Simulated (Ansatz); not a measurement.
## BN: moving B off its site

BN, F-43m, a = 3.626 Å (as given, not relaxed at this level: -5.2 GPa). The compound has several low-lying forms, and this is one of them. Ansatz: r2SCAN, PAW, 500 eV, Γ-centred 12×12×12 mesh on 2 atoms, Gaussian smearing 0.05 eV; no spin polarisation.

```xyz
2
Lattice="0.0000 1.8130 1.8130 1.8130 0.0000 1.8130 1.8130 1.8130 0.0000" Properties=species:S:1:pos:R:3 pbc="T T T"
B     0.0000    0.0000    0.0000
N     2.7195    2.7195    2.7195
```

Atom 1 (B) moves by x along the unit vector (0.707, 0.707, 0.000), with its periodic images; all else is held. y is the free energy of the cell over the start, F the force along the path summed over the moved atoms. Symmetry makes y even in x.

```tsv
x (Å)	y (meV)	F (eV/Å)
-0.200	?	?
-0.100	118.0	2.36
0.000	0.0	0.00
0.025	7.4	-0.59
0.050	29.5	-1.18
0.075	66.4	-1.77
0.125	184.3	-2.94
0.150	265.3	-3.53
0.175	360.8	-4.11
```

**Question.** Fit y = c2 x² + c4 x⁴ to the energies of the other rows, give the force constant, and predict energy and force of the missing row.

**Answer.** Least squares on the rows shown. y = 11811 x² − 944.22 x⁴. The force constant is 2 c2 = 23.6 eV/Å², for the cell as given, at -5.2 GPa (for all images moving together, not for a lone atom). With two atoms in a cubic cell this is the optical mode at Γ without the LO field: ω = 521.5 √(2 c2/μ) = 1026 cm⁻¹ for μ = 6.10 u. The force −dy/dx at the missing row is 4.69 eV/Å (computed 4.69). At x = -0.200 the fit asked for gives 470.9 meV. The run gave 470.8 meV, so the fit is 0.1 meV too high, a small miss on the scale of the series.